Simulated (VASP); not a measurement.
# Pm (Fm-3m) in VASP: a series of runs, part 2 of 2

VASP 6.6.1. Earlier steps stand in the parts before.

## 4. Single point, LDA, collinear spin, ferromagnetic start

The input, INCAR:

```
PREC     = Accurate       # precision mode
ENCUT    = 450            # plane-wave cutoff, eV
EDIFF    = 1E-4           # SCF threshold, eV
ISMEAR   = -1             # smearing method
SIGMA    = 0.2            # smearing width, eV
LREAL    = F              # projectors in reciprocal space
LASPH    = T              # aspherical terms in the spheres
NELM     = 100            # most SCF steps
ALGO     = Normal         # electronic algorithm
ISIF     = 2              # what is computed and relaxed
LWAVE    = F              # write WAVECAR
LCHARG   = F              # write CHGCAR
ISPIN    = 2              # spin polarisation
MAGMOM   = 4              # initial moments
LORBIT   = 11             # projections on sites
LMAXMIX  = 6              # l up to which the mixer works
GGA      = CA             # functional
NBANDS   = 18             # bands
ADDGRID  = F
```

The input, KPOINTS:

```
Automatic mesh
0
Gamma
  5 5 5
```

The input, POSCAR:

```
Pm
1.0
    0.0000000000      2.5841748100      2.5841748100
    2.5841748100      0.0000000000      2.5841748100
    2.5841748100      2.5841748100      0.0000000000
Pm
1
Direct
    0.0000000000      0.0000000000      0.0000000000
```

Potentials or basis: VASP PAW PBE potentials, release 64 (Pm).

The run is started by

```sh
> cat potpaw_PBE.64/Pm/POTCAR > POTCAR
> mpirun -np 1 vasp_std > vasp.out
```

OUTCAR:

```text
PREC = Accurate
   ENCUT = 450
   EDIFF = 1E-4
   ISMEAR = -1
   LREAL = F
   LASPH = T
   NELM = 100
   ISIF = 2
   ISPIN = 2
   LORBIT = 11
   GGA = CA

 Found     10 irreducible k-points:

 Following reciprocal coordinates:
            Coordinates               Weight
  0.000000  0.000000  0.000000      1.000000
  0.200000  0.000000  0.000000      8.000000
  0.400000  0.000000  0.000000      8.000000
  0.200000  0.200000  0.000000      6.000000
  0.400000  0.200000  0.000000     24.000000
 -0.400000  0.200000  0.000000     24.000000
   k-points           NKPTS =     10   k-points in BZ     NKDIM =     10   number of bands    NBANDS=     18
   number of dos      NEDOS =    301   number of ions     NIONS =      1
   total plane-waves  NPLWV =  21952
   dimension x,y,z NGX =    28 NGY =   28 NGZ =   28
   dimension x,y,z NGXF=    56 NGYF=   56 NGZF=   56
   ions per type =               1
   NGX,Y,Z   is equivalent  to a cutoff of  12.74, 12.74, 12.74 a.u.
   NGXF,Y,Z  is equivalent  to a cutoff of  25.47, 25.47, 25.47 a.u.
 SYSTEM =  unknown system
   PREC   = accura    normal or accurate (medium, high low for compatibility)
   ISTART =      0    job   : 0-new  1-cont  2-samecut
   ICHARG =      2    charge: 1-file 2-atom 10-const
   ISPIN  =      2    spin polarized calculation?
   LNONCOLLINEAR =      F non collinear calculations
   LSORBIT =      F    spin-orbit coupling
   LASPH  =      T    aspherical Exc in radial PAW
   ENCUT  =  450.0 eV  33.07 Ry    5.75 a.u.   6.32  6.32  6.32*2*pi/ulx,y,z
   NELM   =    100;   NELMIN=  2; NELMDL= -5     # of ELM steps
   EDIFF  = 0.1E-03   stopping-criterion for ELM
   LREAL  =      F    real-space projection
   EDIFFG = 0.1E-02   stopping-criterion for IOM
   NSW    =      0    number of steps for IOM
   IBRION =     -1    ionic relax: 0-MD 1-quasi-New 2-CG
[... 15 lines left out ...]
     AMIX_MAG =   1.60;   BMIX_MAG =  1.00
  volume/ion in A,a.u.               =      34.51       232.91
  Fermi-wavevector in a.u.,A,eV,Ry     =   1.240052  2.343359 20.922086  1.537730
  Thomas-Fermi vector in A             =   2.374509
   LORBIT       =     11    0 simple, 1 ext, 2 COOP (PROOUT), +10 PAW based schemes
[... 5 lines left out ...]
   LRPA    =     F    only Hartree local field effects (RPA)
 spin polarized calculation
  energy-cutoff  :      450.00
  volume of cell :       34.51
 maximum number of plane-waves:       763
 NGX is ok and might be reduce to    28
   NGX = 13   NGY = 13   NGZ = 13

 number of electron      15.0000002 magnetization       5.0785968

 Free energy of the ion-electron system (eV)
  ---------------------------------------------------
  ext. energy  EPLUGINS =         0.00000000
  ---------------------------------------------------
  free energy    TOTEN  =        -8.47357182 eV

  energy without entropy =       -7.54638175  energy(sigma->0) =       -8.00997678

 E-fermi :   5.5696     XC(G=0): -10.0610

 val. band max:        5.5665637314   @ k =  -0.2000   0.2000   0.0000
 cond. band min:       5.5833117920   @ k =  -0.4000   0.4000   0.0000
 fundamental gap:      0.0167480607
 Fermi energy:         5.5695612646

 spin component 1

 k-point     1 :       0.0000    0.0000    0.0000
  band No.  band energies     occupation
      1     -32.8837      1.00000
      2     -12.9056      1.00000
      3     -12.9056      1.00000
      4     -12.9056      1.00000
      5       1.4295      1.00000
      6       5.1175      0.90553
[... 10 lines left out ...]
     17       9.7070      0.00000
     18      14.9004      0.00000
[... 85 lines left out ...]
 k-point     6 :      -0.4000    0.2000    0.0000
  band No.  band energies     occupation
      1     -32.7527      1.00000
      2     -13.8199      1.00000
      3     -13.3132      1.00000
      4     -13.0940      1.00000
      5       4.4582      0.99615
      6       5.0487      0.93113
[... 10 lines left out ...]
     17      12.4526      0.00000
     18      14.3046      0.00000

 [... further k-points ...]

 spin component 2

 k-point     1 :       0.0000    0.0000    0.0000
  band No.  band energies     occupation
      1     -30.9289      1.00000
      2     -11.3339      1.00000
      3     -11.3339      1.00000
      4     -11.3339      1.00000
      5       2.1259      1.00000
      6       7.7570      0.00002
[... 10 lines left out ...]
     17      10.6180      0.00000
     18      15.9089      0.00000
[... 85 lines left out ...]
 k-point     6 :      -0.4000    0.2000    0.0000
  band No.  band energies     occupation
      1     -30.7783      1.00000
      2     -12.3602      1.00000
      3     -11.7912      1.00000
      4     -11.5432      1.00000
      5       5.2797      0.80992
      6       6.3798      0.01711
[... 10 lines left out ...]
     17      13.4647      0.00000
     18      15.3108      0.00000

 [... further k-points ...]
[... 5 lines left out ...]
  --------------------------------------------------------------------------------------
  -------------------------------------------------------------------------------------
  Total       -0.5746342     -0.5746342     -0.5746342     -0.0000000      0.0000000      0.0000000
  in kB      -26.6751224    -26.6751224    -26.6751224     -0.0000000      0.0000000      0.0000000
  external PRESSURE =     -26.6751224 kB  Pullay stress =       0.0000000 kB

 VOLUME and BASIS-vectors are now :
 -----------------------------------------------------------------------------
  energy-cutoff  :      450.00
  volume of cell :       34.51
      direct lattice vectors                 reciprocal lattice vectors
     0.000000000  2.584174810  2.584174810    -0.193485363  0.193485363  0.193485363
     2.584174810  0.000000000  2.584174810     0.193485363 -0.193485363  0.193485363
     2.584174810  2.584174810  0.000000000     0.193485363  0.193485363 -0.193485363

 POSITION                                       TOTAL-FORCE (eV/Angst)
 -----------------------------------------------------------------------------------
      0.00000      0.00000      0.00000         0.000000      0.000000      0.000000
 -----------------------------------------------------------------------------------
    total drift:                               -0.000000     -0.000000     -0.000000

  FREE ENERGIE OF THE ION-ELECTRON SYSTEM (eV)
  ---------------------------------------------------
  free  energy   TOTEN  =        -8.4735718171 eV

  energy  without entropy=       -7.5463817483  energy(sigma->0) =       -8.00997678

 total charge

# of ion       s       p       d       f       tot
--------------------------------------------------
    1        2.046   5.476   0.495   4.390  12.408

 magnetization (x)

# of ion       s       p       d       f       tot
--------------------------------------------------
    1       -0.001   0.026   0.160   4.373   4.557
```

OSZICAR:

```text
N       E                     dE             d eps       ncg     rms          rms(c)
DAV:   1     0.107890628599E+03    0.10789E+03   -0.57056E+03   744   0.120E+03
DAV:   2     0.511432246383E+01   -0.10278E+03   -0.91177E+02   836   0.189E+02
DAV:   3    -0.712384123156E+01   -0.12238E+02   -0.11515E+02   920   0.774E+01
DAV:   4    -0.783689534271E+01   -0.71305E+00   -0.70424E+00  1136   0.180E+01
DAV:   5    -0.785608239282E+01   -0.19187E-01   -0.19165E-01   978   0.253E+00    0.287E+01
DAV:   6    -0.192411263435E+02   -0.11385E+02   -0.54549E+01   886   0.635E+01    0.387E+01
DAV:   7    -0.896815168295E+01    0.10273E+02   -0.17115E+01   888   0.337E+01    0.840E+00
DAV:   8    -0.872535324548E+01    0.24280E+00   -0.36681E+00  1032   0.174E+01    0.126E+01
DAV:   9    -0.851498431847E+01    0.21037E+00   -0.19961E-01  1072   0.465E+00    0.511E+00
DAV:  10    -0.849735339930E+01    0.17631E-01   -0.21040E-01   974   0.503E+00    0.342E+00
DAV:  11    -0.847486628013E+01    0.22487E-01   -0.25878E-02  1018   0.185E+00    0.900E-01
DAV:  12    -0.847430139553E+01    0.56488E-03   -0.61622E-04  1142   0.207E-01    0.633E-01
DAV:  13    -0.847362545926E+01    0.67594E-03   -0.19298E-03   866   0.486E-01    0.176E-01
DAV:  14    -0.847357181707E+01    0.53642E-04   -0.64843E-05   454   0.966E-02
   1 F= -.84735718E+01 E0= -.80099768E+01  d E =-.927190E+00  mag=     5.0796
```

stdout:

```text
POSCAR found type information on POSCAR Pm
 POSCAR found :  1 types and       1 ions
 scaLAPACK will be used
 -----------------------------------------------------------------------------
|                                                                             |
|                                                                             |
|     You enforced a specific xc type in the INCAR file but a different       |
|     I HOPE YOU KNOW WHAT YOU ARE DOING!                                     |
|                                                                             |
 -----------------------------------------------------------------------------

 LDA part: xc-table for (Slater(with rela. corr.)+CA(PZ))
 , standard interpolation
 POSCAR, INCAR and KPOINTS ok, starting setup
 FFT: planning ... GRIDC
 FFT: planning ... GRID_SOFT
 FFT: planning ... GRID
 WAVECAR not read
 entering main loop
```

Run time: 7.5 s. Hardware: 1 thread of Intel Xeon 6975P-C (Granite Rapids), shared host; peak memory 0.15 GiB.

These settings aren't checked as converged: the numbers below hold their error.

Results:

| Quantity | Value |
| --- | --- |
| Free energy | -8.4736 eV |
| Pressure | -2.7 GPa |
| Band gap on the k mesh | none (metal or under the smearing width) |
| Net moment | 5.08 μB per cell |
| Site moments | Pm +4.56 μB |
| Valence electrons inside the program's atomic spheres | Pm 12.41 |

Caveat: the k mesh is coarse (spacing up to 0.42 Å⁻¹), so the values aren't converged; the magnetic or orbital state may not be the lowest; the PAW data sets were made with another functional, which shifts forces and pressure a little; spin-orbit coupling is left out, which moves the levels of the heavy elements.

## 5. The reference run

An earlier run on the cell as given: functional PBE; potentials or basis VASP PAW PBE potentials, release 64 (Pm); cutoff 520 eV; k mesh 9 × 9 × 9; occupations fermi-dirac, width 0.05 eV; collinear spin, ferromagnetic start; starting moments [4.0] μB.

- Pressure: 1.1 GPa
- Band gap on the k mesh: none (metal or under the smearing width)
- Net moment: 5.45 μB per cell
- Site moments: Pm +4.67 μB
- Valence electrons inside the program's atomic spheres: Pm 12.42
